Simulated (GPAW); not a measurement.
# Cr (Im-3m) in GPAW: notebook

One crystal, Cr, is run at these levels: AM05, TPSS, PW91, optB88-vdW; tasks: single point.

Everything below comes from runs of GPAW 26.7.0. Logs are shortened: lines on timing, memory, paths and dates and some standing lists are left out, and cuts for length are marked. The log counts tension as positive stress, the text compression.

**1. The crystal as given**

The structure is cubic, space group Im-3m (No. 229). The conventional cell has a = 2.969 Å, b = 2.969 Å, c = 2.969 Å, α = 90.00°, β = 90.00°, γ = 90.00°. Cr (site symmetry m-3m) has 8 Cr at 2.57 Å as nearest neighbours.

**2. Single point, AM05, collinear spin, ferromagnetic start**

run.py

```python
from ase.dft.bandgap import bandgap
from ase.io import read, write
from ase.units import GPa
from gpaw import GPAW, PW, setup_paths

setup_paths.insert(0, '.')

atoms = read('Cr.xyz')
atoms.set_initial_magnetic_moments([3.0])

calc = GPAW(mode=PW(600),
            xc='AM05',
            kpts={'size': (12, 12, 12), 'gamma': True},
            occupations={'name': 'fermi-dirac', 'width': 0.05},
            nbands=11,
            convergence={'density': 1e-05, 'energy': 1e-05},
            maxiter=150,
            txt='gpaw.txt')
atoms.calc = calc
energy = atoms.get_potential_energy()
forces = atoms.get_forces()
stress = atoms.get_stress()
calc.write('gs.gpw')
write('result.traj', atoms)
print(f'Energy: {energy:.6f} eV')
print('Forces (eV/A):')
print(forces.round(4))
print('Stress (GPa):', (stress / GPa).round(3))
print('Moments:', calc.get_magnetic_moments().round(3))
print('Fermi level:', round(calc.get_fermi_level(), 4), 'eV')
print(f'Gap: {bandgap(calc)[0]:.4f} eV, direct: {bandgap(calc, direct=True)[0]:.4f} eV')
```

Cr.xyz

```xyz
1
Lattice="-1.4844496776 1.4844496776 1.4844496776 1.4844496776 -1.4844496776 1.4844496776 1.4844496776 1.4844496776 -1.4844496776" Properties=species:S:1:pos:R:3 pbc="T T T"
Cr     0.0000000000      0.0000000000      0.0000000000
```

Potentials or basis: PAW data sets generated in the run's folder for this functional, pw.

Command:

```sh
> gpaw-setup -f AM05 Cr
> OMP_NUM_THREADS=1 python run.py
```

gpaw.txt:

```text
__  _  _
 | _ |_)|_||  |
 |__||  | ||/\| - 26.7.0

Input parameters:
  mode=PW(ecut=600.0),
  convergence={'density': 1e-05, 'energy': 1e-05},
  kpts=MonkhorstPack(size=(12, 12, 12), gamma=True),
  maxiter=150,
  nbands=11,
  occupations=Occupations(name='fermi-dirac', width=0.05),
  xc=XC(name='AM05')

Diagonalizing LCAO Hamiltonian
Converting LCAO to pw mode

       Cr

Atoms  # Å, Bohr magnetons
|   | symbol |        x |        y |        z |    initial magnetic moments |
|---|--------|----------|----------|----------|-----------------------------|
| 0 |     Cr | 0.000000 | 0.000000 | 0.000000 | ( 0.0000,  0.0000,  3.0000) |

Unit cell  # Å
| periodic |         x |         y |         z |  lengths |     angles |
|----------|-----------|-----------|-----------|----------|------------|
|      yes | -1.484450 |  1.484450 |  1.484450 | 2.571142 | 109.471221 |
|      yes |  1.484450 | -1.484450 |  1.484450 | 2.571142 | 109.471221 |
|      yes |  1.484450 |  1.484450 | -1.484450 | 2.571142 | 109.471221 |

Number of symmetries: 48
Symmetry operations  # r_c * U_cc + t_c -> r_c
|    | kind |            matrix            |
|----|------|------------------------------|
|  0 |  σ   |  1, 1, 1,  0, 0,-1,  0,-1, 0 |
|  1 |  C4  |  1, 1, 1,  0, 0,-1, -1, 0, 0 |
|  2 |  C2  |  1, 1, 1,  0,-1, 0,  0, 0,-1 |
|  3 |  S6  |  1, 1, 1,  0,-1, 0, -1, 0, 0 |
|  4 |  S6  |  1, 1, 1, -1, 0, 0,  0, 0,-1 |
|  5 |  C4  |  1, 1, 1, -1, 0, 0,  0,-1, 0 |
|  6 |  E   |  1, 0, 0,  0, 1, 0,  0, 0, 1 |
|  7 |  σ   |  1, 0, 0,  0, 1, 0, -1,-1,-1 |
|  8 |  σ   |  1, 0, 0,  0, 0, 1,  0, 1, 0 |
|  9 |  C3  |  1, 0, 0,  0, 0, 1, -1,-1,-1 |
| 10 |  C3  |  1, 0, 0, -1,-1,-1,  0, 1, 0 |
| 11 |  σ   |  1, 0, 0, -1,-1,-1,  0, 0, 1 |
| 12 |  σ   |  0, 1, 0,  1, 0, 0,  0, 0, 1 |
| 13 |  C2  |  0, 1, 0,  1, 0, 0, -1,-1,-1 |
| 14 |  C3  |  0, 1, 0,  0, 0, 1,  1, 0, 0 |
| 15 |  S4  |  0, 1, 0,  0, 0, 1, -1,-1,-1 |
| 16 |  S4  |  0, 1, 0, -1,-1,-1,  1, 0, 0 |
| 17 |  C3  |  0, 1, 0, -1,-1,-1,  0, 0, 1 |
| 18 |  C3  |  0, 0, 1,  1, 0, 0,  0, 1, 0 |
| 19 |  S4  |  0, 0, 1,  1, 0, 0, -1,-1,-1 |
| 20 |  σ   |  0, 0, 1,  0, 1, 0,  1, 0, 0 |
| 21 |  C3  |  0, 0, 1,  0, 1, 0, -1,-1,-1 |
| 22 |  C2  |  0, 0, 1, -1,-1,-1,  1, 0, 0 |
| 23 |  S4  |  0, 0, 1, -1,-1,-1,  0, 1, 0 |
| 24 |  C4  |  0, 0,-1,  1, 1, 1,  0,-1, 0 |
| 25 |  σ   |  0, 0,-1,  1, 1, 1, -1, 0, 0 |
| 26 |  S6  |  0, 0,-1,  0,-1, 0,  1, 1, 1 |
| 27 |  C2  |  0, 0,-1,  0,-1, 0, -1, 0, 0 |
| 28 |  C4  |  0, 0,-1, -1, 0, 0,  1, 1, 1 |
| 29 |  S6  |  0, 0,-1, -1, 0, 0,  0,-1, 0 |
| 30 |  S6  |  0,-1, 0,  1, 1, 1,  0, 0,-1 |
| 31 |  C4  |  0,-1, 0,  1, 1, 1, -1, 0, 0 |
| 32 |  C4  |  0,-1, 0,  0, 0,-1,  1, 1, 1 |
| 33 |  S6  |  0,-1, 0,  0, 0,-1, -1, 0, 0 |
| 34 |  σ   |  0,-1, 0, -1, 0, 0,  1, 1, 1 |
| 35 |  C2  |  0,-1, 0, -1, 0, 0,  0, 0,-1 |
| 36 |  C2  | -1, 0, 0,  1, 1, 1,  0, 0,-1 |
| 37 |  S6  | -1, 0, 0,  1, 1, 1,  0,-1, 0 |
| 38 |  S6  | -1, 0, 0,  0, 0,-1,  1, 1, 1 |
| 39 |  C2  | -1, 0, 0,  0, 0,-1,  0,-1, 0 |
| 40 |  C2  | -1, 0, 0,  0,-1, 0,  1, 1, 1 |
| 41 |  i   | -1, 0, 0,  0,-1, 0,  0, 0,-1 |
| 42 |  S4  | -1,-1,-1,  1, 0, 0,  0, 1, 0 |
| 43 |  C3  | -1,-1,-1,  1, 0, 0,  0, 0, 1 |
| 44 |  C3  | -1,-1,-1,  0, 1, 0,  1, 0, 0 |
| 45 |  σ   | -1,-1,-1,  0, 1, 0,  0, 0, 1 |
| 46 |  S4  | -1,-1,-1,  0, 0, 1,  1, 0, 0 |
| 47 |  C2  | -1,-1,-1,  0, 0, 1,  0, 1, 0 |

BZ-sampling:
  Number of BZ points: 1728
  Number of IBZ points: 72

  Monkhorst-Pack size: [12, 12, 12]
  Monkhorst-Pack shift: [0.041666666666666664, 0.041666666666666664, 0.041666666666666664]

K-points  # in reciprocal-cell coordinates
|     |                                coordinates |     weight |
|-----|--------------------------------------------|------------|
|   0 | ( -0.00000000,  -0.00000000,  -0.00000000) | 0.00057870 |
|   1 | (  0.08333333,  -0.00000000,  -0.00000000) | 0.00694444 |
|   2 | (  0.08333333,   0.08333333,  -0.08333333) | 0.00347222 |
|   3 | (  0.16666667,  -0.00000000,  -0.08333333) | 0.01388889 |
|   4 | (  0.16666667,  -0.00000000,  -0.00000000) | 0.00694444 |
|   5 | (  0.16666667,   0.08333333,  -0.08333333) | 0.01388889 |
|   6 | (  0.16666667,   0.16666667,  -0.16666667) | 0.00347222 |
|   7 | (  0.25000000,  -0.08333333,  -0.08333333) | 0.00462963 |
|   8 | (  0.25000000,  -0.00000000,  -0.08333333) | 0.02777778 |
|   9 | (  0.25000000,  -0.00000000,  -0.00000000) | 0.00694444 |
| ... |                                            |            |
|  71 | (  0.50000000,   0.50000000,   0.50000000) | 0.00057870 |

Plane wave coefficients: 466
Cutoff: 600.0 eV

Spin-components: 2 (collinear spins)
Bands:           11
Projectors:      6
Spin-degeneracy: 1
Datatype:        complex128

Parallelization:
  kpt:    1
  domain: 1
  band:   1

Density:
  Valence electrons: 6.0
  Components: 2
  Grid points: [15 15 15]
  Charge: 0.0  # |e|

Potential:
  Grid points: [15 15 15]

species:
  Cr:
    name:    Chromium
    Z:       24.0
    valence: 6
    core:    18
    charge:  0.0  # [|e|]
    compensation charges:
      type: gauss
      rc: 0.35  # [Å]
      lmax: 2
    cutoffs:
      filter: 2.14  # [Å]
      core: 3.04  # [Å]
    projectors
    | kind |    occ | energy [eV] | rcut [Å] |
    |------|--------|-------------|----------|
    |   4s |  1.000 |      -3.949 |    1.164 |
    |   4p |  0.000 |      -0.928 |    1.217 |
    |   3d |  5.000 |      -2.900 |    1.111 |
    |    s |        |      23.263 |    1.164 |
    |    p |        |      26.283 |    1.217 |
    |    d |        |      24.311 |    1.111 |

    Using partial waves for Cr as LCAO basis

Reference energy: -28530.788769  # eV

eigensolver:
  PPCG
  Converge bands: occupied
  niter=2

density mixing:
  MSR1-Mixer
  Pratt-step length: 0.05
  Maximum mixing coefficient: 0.75
  Old densities: 10
  SVD Regularization: 0.005
  Good broyden scale: 1.0
  Trust region scale: 1.0
  Backstep threshold: 4.0
  History deletion threshold: 6.0
  Fourier metric: weight=20.0, sigma=0.015

occupation numbers:
  Fermi-Dirac:
    width: 0.0500  # eV

poisson solver:
  ecut: 4800.0  # eV

xc functional:
  name: AM05 with 2 nearest neighbor stencil

convergence criteria:
- Maximum integral of absolute [dens]ity change: 1e-05 electrons / valence electron
- Maximum [total energy] change in last 3 cyles: 1e-05 eV / valence electron
- Maximum integral of absolute [eigenst]ate change: 4e-08 eV^2 / valence electron
maximum number of iterations: 150

SCF iterations
|iter     | |      energy | eigst |  dens |  magmom |
|---------|-|-------------|-------|-------|---------|
|iter:   1| |   -8.712057 | -0.22 |       |  +2.9978|
|iter:   2| |   -8.743612 | -1.97 | -0.47 |  +2.9196|
|iter:   3| |   -9.393371 | -1.77 | -0.49 |  +1.4004|
|iter:   4| |   -9.579183 | -1.54 | -0.70 |  -0.3142|
|iter:   5| |   -9.608366 | -2.00 | -1.03 |  +0.0763|
|iter:   6| |   -9.593820 | -3.16 | -1.38 |  +0.4141|
|iter:   7| |   -9.612266 | -2.59 | -1.18 |  -0.0496|
|iter:   8| |   -9.612502 | -3.41 | -1.67 |  -0.0466|
|iter:   9| |   -9.612724 | -4.82 | -2.13 |  +0.0014|
|iter:  10| |   -9.612754 | -5.14 | -2.71 |  -0.0064|
|iter:  11| |   -9.612756c| -6.68 | -3.01 |  +0.0005|
|iter:  12| |   -9.612757c| -7.88c| -3.94 |  -0.0001|
|iter:  13| |   -9.612757c| -8.82c| -4.89 |  -0.0000|
|iter:  14| |   -9.612757c| -9.45c| -5.50c|  -0.0000|

Converged in 14 steps
Energy contributions relative to reference atoms: (reference = -28530.788769)

Energy contributions:
  Kinetic:         -26.733923
  Coulomb:          18.893299
  Zero:              0.197455
  External:          0.000000
  Xc:               -1.966488
  Entropy:          -0.006201
  Spinorbit:         0.000000
  ----------------------------
  Free energy:      -9.615857
  Extrapolated:     -9.612757

dipole moment: (-3.682992, -3.682992, -3.682992)  # |e|*Ang

Total magnetic moment: (0.000000, 0.000000, -0.000001)

Local magnetic moments
|        x |        y |        z |
|----------|----------|----------|
| 0.000000 | 0.000000 | 0.000001 |  # Cr   0

Fermi level: 9.359
Eigenvalues  # (at kpt = [-0.000, -0.000, -0.000])
| band index |      eig [eV] | occ [0-1] |      eig [eV] | occ [0-1] |
|------------|---------------|-----------|---------------|-----------|
|          0 |         2.071 |     1.000 |         2.071 |     1.000 |
|          1 |         8.649 |     1.000 |         8.649 |     1.000 |
|          2 |         8.649 |     1.000 |         8.649 |     1.000 |
|          3 |         8.649 |     1.000 |         8.649 |     1.000 |
|          4 |        10.295 |     0.000 |        10.295 |     0.000 |
|          5 |        10.295 |     0.000 |        10.295 |     0.000 |
|          6 |        20.014 |     0.000 |        20.014 |     0.000 |
|          7 |        20.014 |     0.000 |        20.014 |     0.000 |
|          8 |        20.014 |     0.000 |        20.014 |     0.000 |
|          9 |        28.706 |     0.000 |        28.706 |     0.000 |
|         10 |        31.374 |     0.000 |        31.374 |     0.000 |

No gap
No difference between direct/indirect transitions

Forces  # eV/Ang
|        x |        y |        z |
|----------|----------|----------|
| -0.00000 | -0.00000 | -0.00000 |  # Cr   0

Stress tensor  # eV/Ang^3
|         x |         y |         z |
|-----------|-----------|-----------|
|  0.206452 |  0.000000 | -0.000000 |
|  0.000000 |  0.206452 | -0.000000 |
| -0.000000 | -0.000000 |  0.206452 |

# Writing to gs.gpw (mode='')
```

Run time: 25 s. Hardware: 1 thread of Intel Xeon Platinum 8375C at 2.90GHz (Ice Lake), shared host; peak memory 0.14 GiB.

What came out:

- Free energy: -9.6159 eV
- Pressure: -33.1 GPa
- Band gap on the k mesh: none (metal or under the smearing width)
- Net moment: 0.00 μB per cell

Caveat: the starting moments collapsed, and a magnetic state may lie lower; a pressure of tens of GPa on the cell as given is suspect, and the run, the potentials or the cell itself is likely at fault.

**3. Single point, TPSS, collinear spin, ferromagnetic start**

run.py, as its differences from that of step 2:

```diff
@@ -3,5 +3,3 @@
 from ase.units import GPa
-from gpaw import GPAW, PW, setup_paths
-
-setup_paths.insert(0, '.')
+from gpaw import GPAW, PW
 
@@ -11,3 +9,3 @@
 calc = GPAW(mode=PW(600),
-            xc='AM05',
+            xc='MGGA_X_TPSS+MGGA_C_TPSS',
             kpts={'size': (12, 12, 12), 'gamma': True},
@@ -16,2 +14,3 @@
             convergence={'density': 1e-05, 'energy': 1e-05},
+            eigensolver='davidson',
             maxiter=150,
```

Cr.xyz is that of step 2.

Potentials or basis: GPAW PAW data sets (gpaw-data 1.2.1), pw.

Command:

```sh
> OMP_NUM_THREADS=1 python run.py
```

Wall time 76 s (1 thread of Intel Xeon Platinum 8375C at 2.90GHz (Ice Lake), shared host); peak memory 0.21 GiB.

Results (log left out):

- Free energy: -16.4480 eV
- Pressure: -30.4 GPa
- Band gap on the k mesh: none (metal or under the smearing width)
- Net moment: 0.00 μB per cell

Levels at points of the mesh, in eV from the Fermi level:
Spin up:
```csv
k point,band 1,band 2,band 3,band 4,band 5,band 6,band 7
"(0.00, 0.00, 0.00)",-7.28,-0.75,-0.75,-0.75,1.07,1.07,10.32
"(0.50, 0.50, 0.00)",-3.75,-2.03,0.95,1.02,1.34,2.35,8.62
"(0.50, 0.50, 0.50)",-3.49,-3.49,2.02,2.02,2.02,9.13,9.13
```
Spin down:
```csv
k point,band 1,band 2,band 3,band 4,band 5,band 6,band 7
"(0.00, 0.00, 0.00)",-7.28,-0.75,-0.75,-0.75,1.07,1.07,10.32
"(0.50, 0.50, 0.00)",-3.75,-2.03,0.95,1.02,1.34,2.35,8.62
"(0.50, 0.50, 0.50)",-3.49,-3.49,2.02,2.02,2.02,9.13,9.13
```

Caveat: the starting moments collapsed, and a magnetic state may lie lower; a pressure of tens of GPa on the cell as given is suspect, and the run, the potentials or the cell itself is likely at fault; the PAW data sets were made with another functional, which shifts forces and pressure a little.

**4. Single point, PW91, collinear spin, ferromagnetic start**

run.py, as its differences from that of step 3:

```diff
@@ -3,3 +3,5 @@
 from ase.units import GPa
-from gpaw import GPAW, PW
+from gpaw import GPAW, PW, setup_paths
+
+setup_paths.insert(0, '.')
 
@@ -9,3 +11,3 @@
 calc = GPAW(mode=PW(600),
-            xc='MGGA_X_TPSS+MGGA_C_TPSS',
+            xc='GGA_X_PW91+GGA_C_PW91',
             kpts={'size': (12, 12, 12), 'gamma': True},
@@ -14,3 +16,2 @@
             convergence={'density': 1e-05, 'energy': 1e-05},
-            eigensolver='davidson',
             maxiter=150,
```

Cr.xyz is that of step 3.

Potentials or basis: PAW data sets generated in the run's folder for this functional, pw.

Command:

```sh
> gpaw-setup -f GGA_X_PW91+GGA_C_PW91 Cr
> OMP_NUM_THREADS=1 python run.py
```

Wall time 31 s (1 thread of Intel Xeon Platinum 8375C at 2.90GHz (Ice Lake), shared host); peak memory 0.14 GiB.

It converged, with:

```
Free energy            : -9.2346 eV
Pressure               : -25.7 GPa
Band gap on the k mesh : none (metal or under the smearing width)
Net moment             : 0.00 μB per cell
```

Levels at points of the mesh, in eV from the Fermi level:
Spin up:
```csv
k point,band 1,band 2,band 3,band 4,band 5,band 6,band 7
"(0.00, 0.00, 0.00)",-7.25,-0.75,-0.75,-0.75,0.97,0.97,11.04
"(0.50, 0.50, 0.00)",-3.74,-2.01,0.95,1.00,1.23,2.35,8.55
"(0.50, 0.50, 0.50)",-3.50,-3.50,2.03,2.03,2.03,9.24,9.24
```
Spin down:
| k point | band 1 | band 2 | band 3 | band 4 | band 5 | band 6 | band 7 |
| --- | --- | --- | --- | --- | --- | --- | --- |
| (0.00, 0.00, 0.00) | -7.25 | -0.75 | -0.75 | -0.75 | 0.97 | 0.97 | 11.04 |
| (0.50, 0.50, 0.00) | -3.74 | -2.01 | 0.95 | 1.00 | 1.23 | 2.35 | 8.55 |
| (0.50, 0.50, 0.50) | -3.50 | -3.50 | 2.03 | 2.03 | 2.03 | 9.24 | 9.24 |

Caveat: the starting moments collapsed, and a magnetic state may lie lower.

**5. Single point, optB88-vdW, collinear spin, ferromagnetic start**

run.py, as its differences from that of step 4:

```diff
@@ -2,6 +2,3 @@
 from ase.io import read, write
-from ase.units import GPa
-from gpaw import GPAW, PW, setup_paths
-
-setup_paths.insert(0, '.')
+from gpaw import GPAW, PW
 
@@ -11,3 +8,3 @@
 calc = GPAW(mode=PW(600),
-            xc='GGA_X_PW91+GGA_C_PW91',
+            xc={'name': 'optB88-vdW', 'backend': 'libvdwxc'},
             kpts={'size': (12, 12, 12), 'gamma': True},
@@ -17,2 +14,3 @@
             maxiter=150,
+            legacy_gpaw=True,
             txt='gpaw.txt')
@@ -21,3 +19,2 @@
 forces = atoms.get_forces()
-stress = atoms.get_stress()
 calc.write('gs.gpw')
@@ -27,3 +24,2 @@
 print(forces.round(4))
-print('Stress (GPa):', (stress / GPa).round(3))
 print('Moments:', calc.get_magnetic_moments().round(3))
```

Cr.xyz is that of step 4.

Potentials or basis: GPAW PAW data sets (gpaw-data 1.2.1), pw.

Command:

```sh
> OMP_NUM_THREADS=1 python run.py
```

It took 22 s on 1 thread of Intel Xeon Platinum 8375C at 2.90GHz (Ice Lake), shared host; peak memory 0.18 GiB.

Results (log left out):

| Item | Value |
| --- | --- |
| Free energy | -24.6345 eV |
| Band gap on the k mesh | none (metal or under the smearing width) |
| Net moment | 0.00 μB per cell |

Levels at points of the mesh, in eV from the Fermi level:
Spin up:
| k point | band 1 | band 2 | band 3 | band 4 | band 5 | band 6 | band 7 |
| --- | --- | --- | --- | --- | --- | --- | --- |
| (0.00, 0.00, 0.00) | -7.13 | -0.78 | -0.78 | -0.78 | 0.97 | 0.97 | 10.62 |
| (0.50, 0.50, 0.00) | -3.70 | -2.03 | 0.93 | 1.14 | 1.22 | 2.30 | 8.56 |
| (0.50, 0.50, 0.50) | -3.46 | -3.46 | 1.98 | 1.98 | 1.98 | 9.20 | 9.20 |
Spin down:
| k point | band 1 | band 2 | band 3 | band 4 | band 5 | band 6 |
| --- | --- | --- | --- | --- | --- | --- |
| (0.00, 0.00, 0.00) | -7.13 | -0.78 | -0.78 | -0.78 | 0.97 | 0.97 |
| (0.50, 0.50, 0.00) | -3.70 | -2.03 | 0.93 | 1.14 | 1.22 | 2.30 |
| (0.50, 0.50, 0.50) | -3.46 | -3.46 | 1.98 | 1.98 | 1.98 | 9.20 |

Caveat: the starting moments collapsed, and a magnetic state may lie lower; the PAW data sets were made with another functional, which shifts forces and pressure a little.
